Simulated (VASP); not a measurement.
Write the native input for VASP 6.6.1 that does the following.

```
Task                   : relaxation of the atoms
Functional             : LDA
Potentials or basis    : VASP PAW LDA potentials, release 64 (Ag)
Cutoff                 : 520 eV
k mesh                 : 11 × 11 × 1
Occupations            : methfessel-paxton, width 0.1 eV
Spin                   : no spin polarisation
Dipole correction      : yes
Further INCAR settings : ALGO = Fast; EDIFF = 1e-07; IBRION = 2; EDIFFG = -0.02; NSW = 90
```

The structure of Ag lies in POSCAR:

```
Ag
1.0
    2.9525243200      0.0000000000      0.0000000000
    0.0000000000      2.9525243200      0.0000000000
    0.0000000000      0.0000000000     26.1128822100
Ag
4
Direct
    0.0000000000      0.0000000000      0.3899081300
    0.5000000000      0.5000000000      0.4633014500
    0.0000000000      0.0000000000      0.5366947700
    0.5000000000      0.5000000000      0.6100918700
```

The cell was built by a generator and needn't be a form met in nature.

The input as run:

INCAR

```
SYSTEM = Ag
PREC = Accurate
ENCUT = 520
EDIFF = 1E-7
ISMEAR = 1
SIGMA = 0.1
LREAL = .False.
LASPH = .True.
NELM = 120
ALGO = Fast
ISIF = 2
LWAVE = .False.
LCHARG = .False.
LDIPOL = .True.
IDIPOL = 3
DIPOL = 0.5 0.5 0.500
GGA = CA
IBRION = 2
NSW = 90
EDIFFG = -0.02
KPAR = 2
```

KPOINTS

```
Automatic mesh
0
Gamma
  11 11 1
  0 0 0
```

Potentials or basis: VASP PAW LDA potentials, release 64 (Ag).

Launch:

```sh
$ cat potpaw_LDA.64/Ag/POTCAR > POTCAR
$ mpirun -np 2 vasp_std > vasp.out
```

Results of the run:

```json
{
 "Energy gained by relaxing": "7.6 meV/atom",
 "Ionic steps": "6",
 "Largest force after relaxing": "0.005 eV/Å",
 "Band gap on the k mesh": "none (metal or under the smearing width)"
}
```

Run time: 3.3 min on 2 MPI ranks on Intel(R) Xeon(R) 6975P-C (Granite Rapids), on a shared host, peak memory 0.28 GiB a rank.
